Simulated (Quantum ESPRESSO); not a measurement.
Runs of Quantum ESPRESSO 7.5 on Mn3Si. The structure is cubic, space group Fm-3m (No. 225). Conventional cell: a = 5.722 Å, b = 5.722 Å, c = 5.722 Å, α = 90.00°, β = 90.00°, γ = 90.00°. Mn (site symmetry -43m) is surrounded by 4 Mn at 2.48 Å and 4 Si at 2.48 Å. Mn (site symmetry m-3m) is surrounded by 8 Mn at 2.48 Å. Around Si (site symmetry m-3m) lie 8 Mn at 2.48 Å. 

```tsv
task	level	potentials or basis	cell	k mesh	cutoff (eV)	smearing	form of the LDA correlation	k mesh for the Wannier functions	gap on the mesh (eV)	pressure (GPa)	moment (μB)
single point	PBEsol	GBRV 1.5 PBEsol	as given	8 × 8 × 8	612	fermi-dirac 0.05 eV	-	-	none	-15.8	1.01
Wannier functions	LDA	GBRV 1.5 LDA	as given	6 × 6 × 6	612	fermi-dirac 0.05 eV	PZ81	5 × 5 × 5	none	(a)	1.05
phonons	LDA	JTH 2.0 LDA	relaxed	6 × 6 × 6	490	cold 0.272 eV	PW92	-	none	-	1.45
band structure	PBEsol	GBRV 1.5 PBEsol	as given	8 × 8 × 8	612	fermi-dirac 0.05 eV	-	-	none	-15.8	1.01
```

Alike in all rows: spin collinear, ferromagnetic start.

Question: Fill in the values left out.

Answer: (a) -23.6.

Caveats: so large a pressure means that the cell lies far from this level's equilibrium, or that cutoff or potentials fall short (some runs); the Wannier minimisation didn't converge (some runs); the mesh is thin for the phonons of a metal (some runs); the cutoff lies well under what these potentials need, so the values aren't converged (some runs); the cutoff is low for these files, which shifts pressure and relaxed volume (some runs).

A k mesh can miss the band edges.

A gap of «none» marks a metal or a gap under the smearing width.

Not every run made on this cell is shown here.
